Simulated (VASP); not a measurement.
GaAs (zincblende), LDA single-point calculation: VASP's output and Ansatz's

POSCAR

```
Ga As
 1.0000000000000000
    -0.0000000000000000    2.8330850953310862    2.8330850953310862
     2.8330850953310862    0.0000000000000000    2.8330850953310862
     2.8330850953310862    2.8330850953310862    0.0000000000000000
 Ga  As
   1   1
Cartesian
  0.0000000000000000  0.0000000000000000 -0.0000000000000000
  1.4165425476655431  1.4165425476655431  1.4165425476655431
```

VASP ran with the recommended LDA PAW datasets (18 valence electrons in the cell).

From OUTCAR

```
k-points           NKPTS =     29   k-points in BZ     NKDIM =     29   number of bands    NBANDS=     16

   NELECT =      18.0000    total number of electrons

   dimension x,y,z NGX =    30 NGY =   30 NGZ =   30
   dimension x,y,z NGXF=    60 NGYF=   60 NGZF=   60

  energy-cutoff  :      520.00
  volume of cell :       45.48
      direct lattice vectors                 reciprocal lattice vectors
     0.000000000  2.833085095  2.833085095    -0.176486051  0.176486051  0.176486051
     2.833085095  0.000000000  2.833085095     0.176486051 -0.176486051  0.176486051
     2.833085095  2.833085095  0.000000000     0.176486051  0.176486051 -0.176486051

 k-points in reciprocal lattice and weights: KPOINTS created by Atomic Simulation Env
   0.00000000  0.00000000  0.00000000       0.002
   0.12500000  0.00000000  0.00000000       0.016
   0.25000000  0.00000000  0.00000000       0.016
   0.37500000  0.00000000  0.00000000       0.016
   0.50000000  0.00000000  0.00000000       0.008
   0.12500000  0.12500000  0.00000000       0.012
   0.25000000  0.12500000  0.00000000       0.047
   0.37500000  0.12500000  0.00000000       0.047
   ...

 E-fermi :   3.7876

 k-point     1 :       0.0000    0.0000    0.0000
  band No.  band energies     occupation
      1     -11.1792      2.00000
      2     -11.1792      2.00000
      3     -11.1792      2.00000
      4     -11.1027      2.00000
      5     -11.1027      2.00000
      6      -8.9778      2.00000
      7       3.7395      2.00000
      8       3.7395      2.00000
      9       3.7395      2.00000
     10       4.0213      0.00000
     11       7.4098      0.00000
     12       7.4098      0.00000
     13       7.4098      0.00000
     14      11.0600      0.00000
     15      13.8911      0.00000
     16      13.8911      0.00000

 k-point     2 :       0.1250    0.0000    0.0000
  band No.  band energies     occupation
      1     -11.1916      2.00000
      2     -11.1757      2.00000
      3     -11.1757      2.00000
      4     -11.1029      2.00000
      5     -11.1029      2.00000
      6      -8.7976      2.00000
      7       1.7111      2.00000
      8       3.5037      2.00000
      9       3.5037      2.00000
     10       5.1732      0.00000
     11       7.7553      0.00000
     12       7.7553      0.00000
     13       7.8289      0.00000
     14      12.0174      0.00000
     15      12.9887      0.00000
     16      12.9887      0.00000

 k-point     3 :       0.2500    0.0000    0.0000
  band No.  band energies     occupation
      1     -11.2191      2.00000
      2     -11.1683      2.00000
      3     -11.1683      2.00000
      4     -11.1024      2.00000
      5     -11.1024      2.00000
      6      -8.2936      2.00000
      7      -0.4420      2.00000
      8       3.0634      2.00000
      9       3.0634      2.00000
     10       5.0363      0.00000
     11       8.2710      0.00000
     12       8.2710      0.00000
     13       9.5291      0.00000
     14      12.4893      0.00000
     15      12.7344      0.00000
     16      12.7344      0.00000

 k-point     4 :       0.3750    0.0000    0.0000
  band No.  band energies     occupation
      1     -11.2440      2.00000
      2     -11.1624      2.00000
      3     -11.1624      2.00000
      4     -11.1004      2.00000
      5     -11.1004      2.00000
      6      -7.6185      2.00000
      7      -2.1724      2.00000
      8       2.7245      2.00000
      9       2.7245      2.00000
     10       4.7082      0.00000
     11       8.3649      0.00000
     12       8.3649      0.00000
     13      11.1901      0.00000
     14      12.4966      0.00000
     15      13.8795      0.00000
     16      13.8795      0.00000

 k-point     5 :       0.5000    0.0000    0.0000
  band No.  band energies     occupation
      1     -11.2537      2.00000
      2     -11.1605      2.00000
      3     -11.1605      2.00000
      4     -11.0990      2.00000
      5     -11.0990      2.00000
      6      -7.2342      2.00000
      7      -2.9174      2.00000
      8       2.6028      2.00000
      9       2.6028      2.00000
     10       4.5835      0.00000
     11       8.3171      0.00000
     12       8.3171      0.00000
     13      11.2963      0.00000
     14      13.8919      0.00000
     15      15.5205      0.00000
     16      15.5205      0.00000

 k-point     6 :       0.1250    0.1250    0.0000
  band No.  band energies     occupation
      1     -11.1988      2.00000
      2     -11.1725      2.00000
      3     -11.1725      2.00000
      4     -11.1055      2.00000
      5     -11.1009      2.00000
      6      -8.7375      2.00000
      7       1.6680      2.00000
      8       3.0829      2.00000
      9       3.0829      2.00000
     10       5.9551      0.00000
     11       6.7355      0.00000
     12       8.3621      0.00000
     13       8.3621      0.00000
     14      11.6944      0.00000
     15      12.3993      0.00000
     16      14.1424      0.00000

 ...

  Total       -0.5845262     -0.5845262     -0.5845262      0.0000000      0.0000000      0.0000000
  in kB      -20.5923415    -20.5923415    -20.5923415      0.0000000      0.0000000      0.0000000
  external PRESSURE =     -20.5923415 kB  Pullay stress =       0.0000000 kB

 POSITION                                       TOTAL-FORCE (eV/Angst)
 -----------------------------------------------------------------------------------
      0.00000      0.00000      0.00000         0.000000      0.000000      0.000000
      1.41654      1.41654      1.41654        -0.000000     -0.000000     -0.000000
 -----------------------------------------------------------------------------------
    total drift:                               -0.000000     -0.000000     -0.000000

  FREE ENERGIE OF THE ION-ELECTRON SYSTEM (eV)
  ---------------------------------------------------
  free  energy   TOTEN  =        -9.6282955258 eV

  energy  without entropy=       -9.6282955258  energy(sigma->0) =       -9.62829553
```

Datasets and cutoffs are each program's own. VASP's cell holds 18 valence electrons and Ansatz's 28. LDA means the Perdew–Zunger form with relativistic exchange in VASP and the Perdew–Wang form in Ansatz. Ansatz's stress includes a Pulay correction; VASP's doesn't.

Q: What does Ansatz give for the same cell and level of theory?

A: gap between bands v and c 0.23 eV; least direct gap 0.23 eV; pressure -2.3 GPa.

Ansatz printed

```
SCF 1 converged in 6 iterations: F = -8481.280914 eV  dr2 = 3.26e-9
  greatest PAW one-centre occupation: 0.999 electrons in one spin orbital (limit 2), on the As atom at site 1 (counted from 0), in its partial waves of l = 2
NSCF: frozen V_eff on 6 k-points
SCF converged after 6 iterations
Free energy (F): -8481.280914 eV
Harris-Foulkes:  -8481.280914 eV  (|F-HF|=3.11e-9)
Internal energy: -8481.280914 eV  (E = F + TS)
E sigma→0 (E₀):  -8481.280914 eV
Fermi energy:    7.782378 eV
--- Per-component energies (eV) ---
  E_band       = -325.931873
  E_kinetic    = 220.014626
  E_local      = -3936.650855  (includes V_loc(G=0)·N_el)
  E_nonlocal   = -238.568143
  E_hartree    = 1977.501249
  E_xc         = -147.795222
  E_vxc        = -138.229792  (∫ρ·V_xc dr)
  E_paw        = -3666.797754  (= ΣΔE_a)
  E_vpaw       = -187.501471  (= ΣTr[D̂ρ^β])
  E_aug_tail   = -0.000138  (compensation charges beyond the density's cutoff)
  E_ewald      = -2692.788387
  E_core_change = 3.803710  (= ΣΔE_core)
  E_smearing   = -0.000000  (= −TS)
  E_closure    = 0.000000  (closes the sum)
  Σ components = -8481.280914   (vs F -8481.280914, Δ=0.00e0)
--- Forces (eV/Å), atoms counted from 1 ---
  atom   1  Ga     0.00000000    -0.00000000     0.00000000
  atom   2  As    -0.00000000     0.00000000     0.00000000
  max |Σ_I F_I| component: 2.04e-16 eV/Å
--- Stress (GPa, compression-positive) ---
       -2.334761       0.000000      -0.000000
        0.000000      -2.334761       0.000000
       -0.000000       0.000000      -2.334761
  P = ⅓ Tr σ = -2.3348 GPa (-23.348 kbar)
--- Band table (eV; the first three rows and the last of 29) ---
  k-point 0: bands = ["-27.5033", "-27.5033", "-27.5033", "-27.4935", "-27.4935", "-7.1074", "-7.1074", "-7.1074", "-7.0310", "-7.0310", "-4.9537", "7.7824", "7.7824", "7.7824", "8.0168", "11.4660", "11.4660", "11.4660"]
  k-point 1: bands = ["-27.5033", "-27.5032", "-27.5032", "-27.4935", "-27.4935", "-7.1203", "-7.1040", "-7.1040", "-7.0312", "-7.0312", "-4.7736", "5.7397", "7.5475", "7.5475", "9.1914", "11.8108", "11.8108", "11.8753"]
  k-point 2: bands = ["-27.5032", "-27.5029", "-27.5029", "-27.4934", "-27.4934", "-7.1487", "-7.0965", "-7.0965", "-7.0308", "-7.0308", "-4.2707", "3.5927", "7.1083", "7.1083", "9.0619", "12.3264", "12.3264", "13.5642"]
  k-point 28: bands = ["-27.5030", "-27.5026", "-27.5015", "-27.4936", "-27.4929", "-7.2030", "-7.0772", "-7.0645", "-7.0414", "-7.0275", "-2.4359", "1.1220", "4.2576", "4.4476", "12.2849", "12.4139", "13.0588", "13.7327"]
```
